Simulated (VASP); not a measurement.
CoO, 2 atoms in the cell. Symmetry: P-6m2, No. 187, hexagonal system. The conventional cell has a = 2.828 Å, b = 2.828 Å, c = 2.722 Å, α = 90.00°, β = 90.00°, γ = 120.00°. Around Co (site symmetry -6m2) lie 6 O at 2.13 Å. O (site symmetry -6m2) is surrounded by 6 Co at 2.13 Å. The cell was built by a generator and needn't be a form met in nature.

| Property | Result |
| --- | --- |
| Program | VASP 6.6.1 |
| Task | atomic charges |
| Functional | PBEsol |
| Potentials or basis | VASP PAW PBE potentials, release 64 (Co, O) |
| Cutoff | 520 eV |
| k mesh | 11 × 11 × 10 |
| Occupations | gaussian, width 0.02 eV |
| Spin | collinear spin, ferromagnetic start |
| Starting moments | [2.0, 0.0] μB |
| Further INCAR settings | ALGO = Normal; EDIFF = 1e-06 |

Potentials or basis: VASP PAW PBE potentials, release 64 (Co, O).

Command:

```sh
$ cat potpaw_PBE.64/Co/POTCAR potpaw_PBE.64/O/POTCAR > POTCAR
$ mpirun -np 1 vasp_std > vasp.out
```

Hardware: 1 thread of Intel(R) Xeon(R) Platinum 8375C CPU @ 2.90GHz (Ice Lake) (shared host).

Problem. How long does it take, and how much memory?

Solution. Run time: 57 s on 1 thread of Intel(R) Xeon(R) Platinum 8375C CPU @ 2.90GHz (Ice Lake), with other jobs on the host, peak memory 0.21 GiB. Counts: scf iterations 17, k points 216.
